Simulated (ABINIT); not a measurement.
# LiH (Fm-3m): G0W0 in ABINIT against the exchange cutoff

Wanted: the cheapest exchange cutoff that holds the gap of LiH (Fm-3m).

Program: ABINIT 10.8.3. Level of theory: PBE and many-body steps on it, plane waves. Results are calculated unless marked as measured.

Most raw output is cut from this account.

The database entry behind the starting cell differs from later determinations by our own check (the deuteride, about 0.2 % short), so it need not match the best structure at ambient conditions.

**1. The starting structure**

Symmetry: Fm-3m, No. 225, cubic system. The conventional cell has a = 4.074 Å, b = 4.074 Å, c = 4.074 Å, α = 90.00°, β = 90.00°, γ = 90.00°. Li has 6 H at 2.04 Å nearest. Nearest to H lie 6 Li at 2.04 Å. Farther neighbours are not listed.

The cell and positions come from the Crystallography Open Database and are kept as given unless a step says otherwise.

**2. Screening, 6×6×6 mesh, 29 bands, screening to 130.6 eV**

This step: ABINIT 10.8.3; RPA screening on PBE, plane waves, norm-conserving pseudopotentials.

The RPA dielectric matrix is built and inverted for each q.

The input, run.abi:

```
acell 3*1.0 Angstrom
rprim 
  0.000000000000 2.036750000000 2.036750000000
  2.036750000000 -0.000000000000 2.036750000000
  2.036750000000 2.036750000000 -0.000000000000
ntypat 2
znucl 3 1
natom 2
typat 1 2
xred 
  0.000000000000 0.000000000000 0.000000000000
  0.500000000000 0.500000000000 0.500000000000
pp_dirpath "pseudos"
pseudos "Li.upf, H.upf"
ecut 33
ngkpt 6 6 6
nshiftk 1
shiftk 0 0 0
kptopt 1
chksymbreak 0
istwfk *1
occopt 1
irdwfk 1
optdriver 3
nband 29
ecuteps 4.8
inclvkb 2
awtr 1
symchi 1
indata_prefix "in"
outdata_prefix "out"
tmpdata_prefix "tmp"
```

Run with:

```bash
$ OMP_NUM_THREADS=1 mpirun -n 4 abinit run.abi > log
```

Elapsed: 5.2 s, on 4 MPI ranks of Arm Neoverse N1, shared host; peak memory 0.34 GiB.

This step gave:

```
ε∞ with local fields, on this mesh, along the program's q direction : 4.182
the same without local fields                                       : 4.586
plasma frequency                                                    : 18.07 eV
plane waves in the screening matrix                                 : 59
```

Local fields lower ε∞ by 9 %.

**3. 3.3 Ha**

This step: G0W0 on PBE, plane waves, norm-conserving pseudopotentials.

Changes to run.abi since step 2:

```diff
@@ -23,8 +23,17 @@
 irdwfk 1
-optdriver 3
+optdriver 4
 nband 29
+gwcalctyp 0
+ecutsigx 3.3
+symsigma 1
+nkptgw 2
+kptgw 
+  0.5000000000 0.5000000000 0.0000000000
+  0.0000000000 0.0000000000 0.0000000000
+bdgw 
+  1 5
+  1 6
 ecuteps 4.8
-inclvkb 2
-awtr 1
-symchi 1
+irdscr 1
+ppmodel 1
 indata_prefix "in"
```

It took 2.5 s on 4 MPI ranks; peak memory 0.1 GiB.

Numbers from this step:

| Property | Result |
| --- | --- |
| G0W0 gap on the points computed | 4.594 eV |
| starting gap on the mesh | 3.022 eV |
| k of the valence top | 0.5, 0.5, 0 |
| k of the conduction bottom | 0.5, 0.5, 0 |
| Z at the valence top | 0.776 |
| Z at the conduction bottom | 0.81 |
| least direct G0W0 gap on the computed points | 4.594 eV |

**4. 6.6 Ha**

Changes to run.abi since step 3:

```diff
@@ -26,3 +26,3 @@
 gwcalctyp 0
-ecutsigx 3.3
+ecutsigx 6.6
 symsigma 1
```

Wall time 3 s (4 MPI ranks); peak memory 0.1 GiB.

This step gave:

| Property | Result |
| --- | --- |
| G0W0 gap on the points computed | 4.803 eV |
| starting gap on the mesh | 3.022 eV |
| k of the valence top | 0.5, 0.5, 0 |
| k of the conduction bottom | 0.5, 0.5, 0 |
| Z at the valence top | 0.772 |
| Z at the conduction bottom | 0.81 |
| least direct G0W0 gap on the computed points | 4.803 eV |

**5. 13.2 Ha**

The self-energy is evaluated for the states that the input lists, and the levels follow from it, in one-shot runs by the linearised quasiparticle equation.

Changes to run.abi since step 4:

```diff
@@ -26,3 +26,3 @@
 gwcalctyp 0
-ecutsigx 6.6
+ecutsigx 13.2
 symsigma 1
```

It took 3 s on 4 MPI ranks; peak memory 0.1 GiB.

This step gave:

```yaml
g0w0_gap_on_the_points_computed: 4.822 eV
starting_gap_on_the_mesh: 3.022 eV
k_of_the_valence_top: 0.5, 0.5, 0
k_of_the_conduction_bottom: 0.5, 0.5, 0
least_direct_g0w0_gap_on_the_computed_points: 4.822 eV
```

The gap on the mesh goes from 3.02 eV to 4.82 eV, a correction of +1.80 eV.

**6. 23.1 Ha**

Changes to run.abi since step 5:

```diff
@@ -26,3 +26,3 @@
 gwcalctyp 0
-ecutsigx 13.2
+ecutsigx 23.1
 symsigma 1
```

It took 3 s on 4 MPI ranks; peak memory 0.1 GiB.

Numbers from this step:

```yaml
g0w0_gap_on_the_points_computed: 4.827 eV
starting_gap_on_the_mesh: 3.022 eV
k_of_the_valence_top: 0.5, 0.5, 0
k_of_the_conduction_bottom: 0.5, 0.5, 0
least_direct_g0w0_gap_on_the_computed_points: 4.827 eV
```

Against the run before, the gap moves by +0.005 eV.

**7. 33 Ha**

Changes to run.abi since step 6:

```diff
@@ -26,3 +26,3 @@
 gwcalctyp 0
-ecutsigx 23.1
+ecutsigx 33
 symsigma 1
```

Run time: 3.1 s. Hardware: 4 MPI ranks; peak memory 0.37 GiB; 12 s of CPU time.

This step gave:

| Quantity | Value |
| --- | --- |
| G0W0 gap on the points computed | 4.826 eV |
| starting gap on the mesh | 3.022 eV |
| k of the valence top | 0.5, 0.5, 0 |
| k of the conduction bottom | 0.5, 0.5, 0 |
| least direct G0W0 gap on the computed points | 4.826 eV |

Against the run before, the gap moves by −0.001 eV.

**8. The runs together**

Times are wall times on 4 MPI ranks of Arm Neoverse N1, shared host, good to a factor of about two. A run's time includes the screening step that it read.

```
    run   mesh  bands  screening cutoff (eV)  DFT gap (eV)  gap on the mesh (eV)  direct (eV)  ε∞ used   time
 3.3 Ha  6×6×6     29                  130.6         3.022                 4.594        4.594     4.18  7.7 s
 6.6 Ha  6×6×6     29                  130.6         3.022                 4.803        4.803     4.18  8.2 s
13.2 Ha  6×6×6     29                  130.6         3.022                 4.822        4.822     4.18  8.2 s
23.1 Ha  6×6×6     29                  130.6         3.022                 4.827        4.827     4.18  8.2 s
  33 Ha  6×6×6     29                  130.6         3.022                 4.826        4.826     4.18  8.3 s
```

**9. What came out**

```yaml
3p3_ha: 4.594 eV
6p6_ha: 4.803 eV
13p2_ha: 4.822 eV
23p1_ha: 4.827 eV
33_ha: 4.826 eV
known_limits: not at the basis limit
```

What this shows: The setting moved: exchange cutoff. From 3.3 Ha to 33 Ha the gap moves by +0.23 eV. It holds to 0.03 eV from 6.6 Ha on. Bands and screening cutoff are coupled, so a series along one setting does not show full convergence. Below the screening cutoff the correlation part is cut too. Bands and cutoff are finite, so the gap is not at the basis limit. The miss can reach some tenths of an eV and take either sign; the mesh is an error of its own. In the G0W0 runs levels were corrected at 2 k points alone, so a gap called «on the mesh» is the least over those, and an edge elsewhere would be missed.

[Paths, hosts, dates, memory and timing lines, banners, echoed tables and standing remarks are left out of the program output.]

[Logs are printed without paths, hosts, clocks, repeated set-up lines and the standing remarks that a program may print on its own settings, such as how far it seeks lower states.]

[Runs of the session that timed out or met a known fault of the program may be left out.]

[Hosts, paths, dates, database ids (printed as entryN), source tags and the programs' standing remarks are cut or masked in the printed files.]

[G0W0 gaps are taken among the corrected bands and points alone; a level outside them can change the order at an edge.]

[Where Ansatz stands beside ABINIT at settings called matched, ABINIT's density can come from a denser mesh and the files from another edition; pairs whose starting gaps differed by over 0.03 eV were left out, so agreement reads better than it is.]
